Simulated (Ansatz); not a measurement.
# ZrB2 (P6/mmm) in Ansatz: convergence with k mesh

Aim: find how far k mesh must go before the results for ZrB2 settle, at HSE06. This setting moves, with any that are tied to it; all else stays.

All numbers are computed with Ansatz 0.2.0; they aren't measurements. Logs are shortened: lines on timing, memory, paths and dates and some standing lists are left out, and cuts for length are marked.

## 1. The crystal as given

The structure is hexagonal, space group P6/mmm (No. 191). The conventional cell has a = 3.170 Å, b = 3.170 Å, c = 3.533 Å, α = 90.00°, β = 90.00°, γ = 120.00°. Zr (site symmetry 6/mmm) has 12 B at 2.54 Å as nearest neighbours. Around B (site symmetry -6m2) lie 3 B at 1.83 Å.

## 2. With k mesh 3 × 3 × 2

Contents of input.yaml:

```yaml
crystal:
  lattice:
    - [3.17, 0.0, 0.0]
    - [-1.585, 2.74530053, 0.0]
    - [0.0, 0.0, 3.533]
  atoms:
    - { symbol: Zr, position: [0.0, 0.0, 0.0] }
    - { symbol: B, position: [0.6666666667, 0.3333333333, 0.5] }
    - { symbol: B, position: [0.3333333333, 0.6666666667, 0.5] }
hamiltonian:
  xc: hse06
  pseudopotentials: { kind: paw, level: accurate }
kpoints:
  mp_grid: { grid: [3, 3, 2] }
scf:
  occupations: { method: methfessel_paxton, width: 0.1 }
output:
  forces: true
  stress: true
  eigenvalues: true
```

Potentials or basis: Ansatz PAW earlier set.

Command:

```sh
$ ansatz run input.yaml --threads 2 --pin off --max-ram 5632MiB --backend cpu --events-out ev --progress --plain --runs-dir out
```

The log of the run:

```text
Warning: output.stress: scf.convergence.dr2_threshold = 1e-7 eV (the SCF's general default) is looser than the 3e-10 eV advised for a printed stress (1e-10 eV for each atom of the cell: 3). What an SCF threshold leaves in a stress goes as its square root, and in the free energy as the threshold itself, and one threshold admits the most on a small cell: of the crystals measured, under no hybrid functional and no lock of the moments, on runs that ended without the residual-converged pass, on stresses that held no estimate of that error, the worst erred by over 100 MPa in a component at 1e-7 eV an atom and by under 5 at 1e-10. Set scf.convergence.dr2_threshold to 3e-10 eV or tighter. The threshold is an SCF's pass mark: one that does not reach it within its budget of iterations ends unconverged, or closes short of it on a stop that the run arms, and scf.convergence.dr2_threshold's page says what that costs each kind of run
Warning: output.stress: scf.exx.energy_threshold = 1e-6 eV is looser than the 3e-8 eV advised for a stress under a hybrid functional (1e-8 eV for each atom of the cell: 3). Every SCF of the exchange loop can meet its threshold on dr2 while the loop round them stops early: no threshold on dr2 bounds what that leaves in the stress. Set scf.exx.energy_threshold to 3e-8 eV or tighter. The threshold is the loop's pass mark: a loop that does not reach it within its budget of cycles ends unconverged, and scf.exx.energy_threshold's page has the law
Warning: RAYON_NUM_THREADS=2 ignored (pool sized by the plan → 2); use --threads N
exact exchange: scf.exx.singularity resolves to wigner_seitz, which cuts the screened interaction at the faces of the exchange supercell's Wigner-Seitz cell, so that each pair interacts once, at the shortest of its separations (the periodic images that this leaves out come, for a point-like exchange hole, to about 0.052 eV on a filled level). The cut falls within the interaction's reach, and what an exchange supercell this small leaves in the energy, the band gaps and, where it is computed, the pressure is not bounded here. The exchange supercell (the smallest cell that an SCF of this deck is solved on times the 3×3×2 mesh of the exchange sum) has its nearest image at L = 7.07 Å, 1.47 times the interaction's range 1/ω = 4.81 Å. A denser mesh of the exchange sum (kpoints.mp_grid; where a k-mesh is refused, the cell repeated along its short axes), shrinks what is left. The k-mesh (kpoints.mp_grid) can leave an error of its own, as it does under a semilocal functional: two runs of this structure under PBE, one on that k-mesh and one on a denser one or on the cell repeated (per cell), show about how large it is in the energy; in a metal the hybrid's can be larger than they show. Converge the k-mesh under the hybrid itself. See scf.exx.q_mesh
Engine: ansatz 0.2.0, aarch64-unknown-linux-gnu
Pseudopotentials: kind: paw, level: accurate
Pseudopotential: Zr, paw, valence charge 12, recommended cutoff 500 eV (high), Zr.paw.azcp
Pseudopotential: B, paw, valence charge 3, recommended cutoff 760 eV (high), B.paw.azcp
Functional definition: HSE06
  parameter a = 0.25
  parameter omega = 0.11/bohr
  exchange = pbe_x - a*pbe_x_sr(omega) + a*exact_x_sr(omega)
  correlation = pbe_c
Crystal: 3 atoms, lattice volume = 30.746 Å³
Basis set: ecut = 760 eV, 1473 PW (Γ), exchange–correlation on 60×60×64 points (8 copies of the dense FFT grid, shifted against one another)
Bands: 13, of which v1, the nominal top of the filled ones, is band 9 counted from 1 (8 counted from 0)
Symmetry: 24 space group operations
Space group: P6/mmm (ITA 191), of the structure as read, at distance tolerance 3.1e-5 Å
k-points: 6 of 18
Non-local potential: Zr, projectors of the file, l = 0: 3, l = 1: 3, l = 2: 3, l = 3: 2
Non-local potential: B, projectors of the file, l = 0: 3, l = 1: 2
PAW form: soft (Blöchl's): semilocal exchange-correlation on the pseudo side does not see the compensation charge
PAW frozen core: Zr, regenerated for the run's functional, and the local potential with it (the file was generated under x = pbe(κ = 0.804, μ = 0.2195149727645171), c = pbe(β = 0.06672455060314922))
PAW frozen core: B, regenerated for the run's functional, and the local potential with it (the file was generated under x = pbe(κ = 0.804, μ = 0.2195149727645171), c = pbe(β = 0.06672455060314922))
PAW one-centre angular grid: Zr, 590 points (default); XC on 96 Gauss nodes
PAW one-centre angular grid: B, 110 points (default); XC on 64 Gauss nodes
Initial density: superposition of atomic densities (chi_scale 0.1, normalization cell, long waves kept (reshape's long-wave potential 0.00 eV rms))
Initial wavefunctions: pseudopotential atomic-orbital guess
Functional: x = pbe(κ = 0.804, μ = 0.2195149727645171), c = pbe(β = 0.06672455060314922), warm-up for x = pbe(κ = 0.804, μ = 0.2195149727645171) + 0.25 (exact − pbe) at short range (hse, ω = 0.20786987370883472 Å⁻¹), c = pbe(β = 0.06672455060314922); HSE06 as pw.x's `hse` composes it (authors' and Libxc's form: `xc: wpbeh`)
SCF iter   1: F=—  HF=-4500.087882 eV  |F-HF|=—  |Δ(HF+E_count)|=         —  Δρ=6.33e-2  dr2=2.37e0  ethr=1.00e-1  ⟨swp⟩=3.2  Hψ=230  notcnv=0
preconditioner: auto → none  [metal: Δε(μ)=0.000 eV  Ē_g=17.049 eV  σ=0.100 eV  W_gap=0.00  n_scr=8 (ndim 8)  ℏωp=26.8 eV  f_vac=0.000  D(μ)=1.88/eV (n_scr^D=20)  sad-step TF]
[... 40 lines left out ...]
hybrid outer 2: dexx = +7.608e-8 eV, tail = 1.73e-8 eV, Δε = 2.63e-3 eV (about 2.73e-4 eV left of the loop's levels)
hybrid SCF converged: 2 outer / 13 inner (+10 warm-up), last move |dexx| = 7.61e-8 eV, tail = 1.73e-8 eV
Stability not checked: this state was not tested for a lower state beside it, because the functional holds exact exchange (a hybrid, or Hartree-Fock), whose exchange loop this test does not read (fock_operator; see scf.lower_state_search)
Free energy (F): -4502.076562 eV
Frozen-core exchange: fock
Harris-Foulkes:  -4502.076562 eV  (|F-HF|=6.55e-11)
Internal energy: -4502.073428 eV  (E = F + TS)
E sigma→0 (E₀):  -4502.075778 eV
Entropy (-TS):   -0.003134 eV (-1.045 meV/atom)
Fermi energy:    16.292593 eV
Step filling:    the computed levels leave a gap of 0.0000 eV = 0.0 smearing widths at the electron count; against every level under it full and every level over it empty, smearing changes F+E_penalty+E_count by -3.134 meV and its σ→0 estimate by -2.351 meV
--- Per-component energies (eV) ---
  E_band       = -56.574544
  E_kinetic    = 471.281092
  E_local      = -826.738906  (includes V_loc(G=0)·N_el)
  E_nonlocal   = 338.592263
  E_hartree    = 181.048174
  E_xc         = -232.201476
  E_vxc        = -241.250562  (∫ρ·V_xc dr)
  E_exx        = -42.354521  (= α·E_x^exact, valence–valence)
  E_paw        = -3077.095752  (= ΣΔE_a)
  E_vpaw       = -75.845752  (= ΣTr[D̂ρ^β])
  E_aug_tail   = 0.000004  (compensation charges beyond the density's cutoff)
  E_ewald      = -1314.184620
  E_core_change = -0.419685  (= ΣΔE_core)
  E_smearing   = -0.003134  (= −TS)
  E_closure    = -0.000001  (closes the sum)
  Σ components = -4502.076562   (vs F -4502.076562, Δ=0.00e0)
--- Forces (eV/Å), atoms counted from 1 ---
  atom   1  Zr     0.00000000     0.00000000     0.00000000
  atom   2  B     -0.00000000     0.00000000     0.00000000
  atom   3  B     -0.00000000    -0.00000000     0.00000000
  max |Σ_I F_I| component: 7.40e-17 eV/Å
--- Stress (GPa, compression-positive) ---
       -1.010767       0.000000       0.000000
        0.000000      -1.010767       0.000000
        0.000000       0.000000      -7.580042
  P = ⅓ Tr σ = -3.2005 GPa (-32.005 kbar)
--- Band table (eV; the first three rows and the last of 6) ---
  k-point 0: bands = ["-36.7056", "-13.4440", "-12.9519", "-12.9519", "1.2853", "12.6263", "12.6263", "12.7238", "12.8481", "19.7021", "19.7021", "20.5675", "20.5675"]
  k-point 1: bands = ["-36.6871", "-13.8886", "-12.9227", "-12.9227", "3.5671", "7.5767", "14.5457", "14.5457", "16.2926", "16.2926", "16.7026", "16.7026", "18.0920"]
  k-point 2: bands = ["-36.6078", "-13.7573", "-13.2913", "-13.1263", "3.4967", "8.3781", "11.5144", "12.3796", "13.1663", "18.7278", "18.9512", "19.1253", "20.3068"]
  k-point 5: bands = ["-36.5393", "-13.6303", "-13.6303", "-13.5620", "5.7856", "5.7856", "10.1176", "12.4132", "12.4132", "20.5406", "22.5598", "22.5598", "22.9575"]
```

Wall time 7 s (2 threads of Arm Neoverse V1, shared host); peak memory 0.51 GiB.

Results:

```
Free energy            : -4502.0766 eV
Pressure               : -3.2 GPa
Band gap on the k mesh : none (metal or under the smearing width)
```

## 3. With k mesh 4 × 4 × 3

input.yaml, as its differences from that of step 2:

```diff
@@ -13,3 +13,3 @@
 kpoints:
-  mp_grid: { grid: [3, 3, 2] }
+  mp_grid: { grid: [4, 4, 3] }
 scf:
```

Potentials or basis: Ansatz PAW earlier set.

Command:

```sh
$ ansatz run input.yaml --threads 2 --pin off --max-ram 5632MiB --backend cpu --events-out ev --progress --plain --runs-dir out
```

Wall time 12 s (2 threads of Arm Neoverse V1, shared host); peak memory 0.71 GiB.

Results:

```yaml
Free_energy: -4501.9373 eV
Pressure: -2.1 GPa
Band_gap_on_the_k_mesh: none (metal or under the smearing width)
```

## 4. With k mesh 5 × 5 × 4

input.yaml, as its differences from that of step 3:

```diff
@@ -13,3 +13,3 @@
 kpoints:
-  mp_grid: { grid: [4, 4, 3] }
+  mp_grid: { grid: [5, 5, 4] }
 scf:
```

Command:

```sh
$ ansatz run input.yaml --threads 2 --pin off --max-ram 5632MiB --backend cpu --events-out ev --progress --plain --runs-dir out
```

Run time: 25 s. Hardware: 2 threads of Arm Neoverse V1, shared host; peak memory 1.2 GiB.

What came out:

```
Free energy            : -4501.9495 eV
Pressure               : -2.1 GPa
Band gap on the k mesh : none (metal or under the smearing width)
```

## 5. With k mesh 6 × 6 × 4

input.yaml, as its differences from that of step 4:

```diff
@@ -13,3 +13,3 @@
 kpoints:
-  mp_grid: { grid: [5, 5, 4] }
+  mp_grid: { grid: [6, 6, 4] }
 scf:
```

Command:

```sh
$ ansatz run input.yaml --threads 2 --pin off --max-ram 5632MiB --backend cpu --events-out ev --progress --plain --runs-dir out
```

It took 35 s on 2 threads of Arm Neoverse V1, shared host; peak memory 1.5 GiB.

What came out:

```
Free energy            : -4501.9248 eV
Pressure               : -2.1 GPa
Band gap on the k mesh : none (metal or under the smearing width)
```

## 6. With k mesh 7 × 7 × 6

input.yaml, as its differences from that of step 5:

```diff
@@ -13,3 +13,3 @@
 kpoints:
-  mp_grid: { grid: [6, 6, 4] }
+  mp_grid: { grid: [7, 7, 6] }
 scf:
```

Potentials or basis: Ansatz PAW earlier set.

Command:

```sh
$ ansatz run input.yaml --threads 2 --pin off --max-ram 5632MiB --backend cpu --events-out ev --progress --plain --runs-dir out
```

It took 81 s on 2 threads of Arm Neoverse V1, shared host; peak memory 3 GiB.

Results (log left out):

```
Free energy            : -4501.9694 eV
Pressure               : -2.3 GPa
Band gap on the k mesh : none (metal or under the smearing width)
```

## 7. With k mesh 9 × 9 × 7

input.yaml, as its differences from that of step 6:

```diff
@@ -13,3 +13,3 @@
 kpoints:
-  mp_grid: { grid: [7, 7, 6] }
+  mp_grid: { grid: [9, 9, 7] }
 scf:
```

Command:

```sh
$ ansatz run input.yaml --threads 2 --pin off --max-ram 5632MiB --backend cpu --events-out ev --progress --plain --runs-dir out
```

It took 2.7 min on 2 threads of Arm Neoverse V1, shared host; peak memory 4.8 GiB.

It converged, with:

```yaml
Free_energy: -4501.9639 eV
Pressure: -2.2 GPa
Band_gap_on_the_k_mesh: none (metal or under the smearing width)
```

## 8. With k mesh 11 × 11 × 9

input.yaml, as its differences from that of step 7:

```diff
@@ -13,3 +13,3 @@
 kpoints:
-  mp_grid: { grid: [9, 9, 7] }
+  mp_grid: { grid: [11, 11, 9] }
 scf:
```

Command:

```sh
$ ansatz run input.yaml --threads 2 --pin off --max-ram 5632MiB --backend cpu --events-out ev --progress --plain --runs-dir out
```

Wall time 25 min (2 threads of Arm Neoverse V1, shared host).

The run was cut off at its time limit.

## 9. Result

```
     k mesh  energy less the tightest run, at zero smearing (meV/atom)  pressure (GPa)  SCF cycles  CPU time (s)  peak memory (GiB)
  3 × 3 × 2                                                     -37.28           -3.20          23            12               0.51
  4 × 4 × 3                                                       9.13           -2.11          21            22               0.71
  5 × 5 × 4                                                       4.96           -2.11          18            44                1.2
  6 × 6 × 4                                                      13.20           -2.08          17            62                1.5
  7 × 7 × 6                                                      -1.83           -2.27          19           140                  3
  9 × 9 × 7                                                       0.00           -2.23          18           280                4.8
11 × 11 × 9                                     timed out after 1500 s               -           -             -                  -
```

Against the tightest run, the pressure stays within 0.1 GPa from 7 × 7 × 6 on. Not settled before the last step: the energy (to 1 meV/atom). Meshes of other sizes hit other points, so gaps and Fermi surfaces needn't settle smoothly. The tightest run that finished is the yardstick and may itself not be fully converged.

Caveats: the PAW data sets come from PBE, with cores solved anew for the run's functional, which leaves a small shift of forces and pressure; the thresholds are loose for stress.
